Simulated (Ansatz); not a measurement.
Base system: InN in the wurtzite structure (space group P6_3mc, No. 186; a = 3.5369 Å, c = 5.7135 Å). Axes: x lies along a and z along c of the hexagonal cell.

The values are results of Ansatz (a program for electronic structure) PBEsol, no spin-orbit coupling, not measurements.

Base values:

- Band gap = zero
- Shortest interatomic distance = 2.156 Å

One thing is altered: a free-standing slab of 1 layer (4 atoms, 4 a layer) is cut normal to the y axis, with 15 Å of vacuum and the in-plane cell held at bulk.

Task: What happens to the band gap?

Result: The band gap becomes 1.14 eV (base: zero).

Task: What does the calculation give for the gap character after the change?

Result: The gap character is direct at Γ.

Task: What does the calculation give for the shortest interatomic distance after the change?

Result: The shortest interatomic distance shrinks by 0.119 Å to 2.037 Å.

Whether these cells are dynamically stable was not tested. All final runs are without spin polarisation. A zero or small gap of InN can be the functional's error rather than a property of the material. k-point labels follow each cell's own Brillouin zone.
